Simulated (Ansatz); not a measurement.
## Ca under changes of volume

One of the cells (42.459 Å³/atom); the others are scaled copies at fixed shape and fractional positions:

```
Ca
1.0
     3.48866    0.00000    0.00000
     0.00000    3.48866    0.00000
     0.00000    0.00000    3.48866
Ca
1
Direct
  0.00000 0.00000 0.00000
```

This isn't the form of Ca at room conditions, which is fcc.

| Property | Result |
| --- | --- |
| Program | Ansatz 0.2.0 |
| Functional | PBE |
| Potentials or basis | Ansatz PAW |
| Cutoff | 420 eV (not typed: the program's choice for these potentials) |
| k mesh | 8 × 8 × 8 |
| Occupations | fermi-dirac, width 0.05 eV |
| Spin | no spin polarisation |

```csv
volume (Å³/atom),energy over the lowest point (meV/atom),pressure (GPa)
39.912,13.81,1.1
40.761,8.99,0.8
41.610,5.28,0.6
42.459,2.53,0.4
43.309,?,?
44.158,0.00,0.0
45.007,0.31,-0.2
```

Q: What does the run at 43.309 Å³/atom give?

A: Energy over the lowest point 0.75 meV/atom; pressure 0.2 GPa.

Worked out: A Birch-Murnaghan fit of order 3 (a polynomial in V^(-2/3)) to the other rows has its minimum at 44.36 Å³/atom with B0 = V·E''(V) = 9.8 GPa (rough, since the energies scatter). It gives 0.76 meV/atom at 43.309 Å³/atom, against the run's 0.75, and -dE/dV = 0.2 GPa, against 0.2.

Energies are extrapolated to zero smearing.
